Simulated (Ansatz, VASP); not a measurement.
**One calculation of Co, two programs**

INCAR

```
SYSTEM = Co
  PREC = Accurate
  ENCUT = 520
  EDIFF = 1E-6
  ISMEAR = -1
  SIGMA = 0.1
  LREAL = .FALSE.
  LASPH = .TRUE.
  NELM = 80
  ALGO = Normal
  ISIF = 2
  LWAVE = .FALSE.
  LCHARG = .TRUE.
  GGA = RE
  LELF = .TRUE.
  LVHAR = .TRUE.
  NBANDS = 10
```

File KPOINTS:

```
regular mesh
0
G
  15 15 15
  0 0 0
```

File POSCAR:

```
Co
1.0
    2.2368331903      0.0000000000      0.0000000000
    0.0000000000      2.2368331903      0.0000000000
    0.0000000000      0.0000000000      2.2368331903
Co
1
Direct
    0.0000000000      0.0000000000      0.0000000000
```

Input for Ansatz:

```yaml
crystal:
  lattice:
    - [2.2368331903, 0.0, 0.0]
    - [0.0, 2.2368331903, 0.0]
    - [0.0, 0.0, 2.2368331903]
  atoms:
    - { symbol: Co, position: [0.0, 0.0, 0.0] }
hamiltonian:
  xc: revpbe
  pseudopotentials:
    kind: paw
    azcp:
      Co: "pseudopotentials/Co.paw.azcp"
basis:
  ecutwfc: 420
  fft_grid_basis: typed
kpoints:
  mp_grid: { grid: [15, 15, 15], shift: [0, 0, 0] }
magnetization:
  spin_polarized: false
scf:
  occupations: { method: fermi_dirac, width: 0.1 }
  lower_state_search: "off"
output:
  stress: true
```

Alike in both runs: task single point; functional revPBE; k mesh 15 × 15 × 15; occupations fermi-dirac, width 0.1 eV; no spin polarisation.

|  | VASP | Ansatz |
| --- | --- | --- |
| version | VASP 6.6.1 | Ansatz 0.2.0 |
| potentials or method | VASP PAW PBE potentials, release 64 (Co) | plane waves (420 eV) with PAW, scalar-relativistic |
| plane-wave cutoff (eV) | 520 | 420 |
| valence electrons in the cell | 9 | 17 |

|  | VASP | Ansatz | Ansatz less VASP |
| --- | --- | --- | --- |
| pressure (GPa) | 16.1 | 17.3 | +1.13 |

The functional is the same, so the differences come from potentials, cutoffs and numerics. The two sets of potentials don't hold the same shells in valence.

Caveats: so large a pressure means that the cell lies far from this level's equilibrium, or that cutoff or potentials fall short (VASP); the potentials were made for another functional, which shifts forces and pressure (VASP); the run has no spin polarisation, though such a crystal can be magnetic. Spin polarisation is off, so any magnetic state and its effect on volume and gap are missing.
